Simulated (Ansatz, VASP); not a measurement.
**Y in VASP and in Ansatz**

```xyz
1
Lattice="2.5661 0.0000 0.0000 0.0000 2.5661 0.0000 0.0000 0.0000 2.5661" Properties=species:S:1:pos:R:3 pbc="T T T"
Y     0.0000    0.0000    0.0000
```

Change from the starting cell: volume scaled by 0.52, PAW files.

Alike in both runs: task single point; functional PBEsol; k mesh 12 × 12 × 12; occupations fermi-dirac, width 0.08 eV; no spin polarisation.

|  | VASP | Ansatz |
| --- | --- | --- |
| version | VASP 6.6.1 | Ansatz 0.2.0 |
| potentials or method | VASP PAW PBE potentials, release 64 (Y_sv) | PAW with Ansatz's default frozen-core files, scalar-relativistic |
| plane-wave cutoff (eV) | 520 | 420 |
| valence electrons in the cell | 11 | 11 |

Ansatz gave:

| Item | Value |
| --- | --- |
| pressure (GPa) | 62.8 |

**Question.** What did VASP give for the same quantities?

**Answer.** Pressure (GPa): 62.9.

Caveats: the cell as given lies far from equilibrium; so large a pressure means that the cell lies far from this level's equilibrium, or that cutoff or potentials fall short (VASP); the potentials were made for another functional, which shifts forces and pressure (VASP).
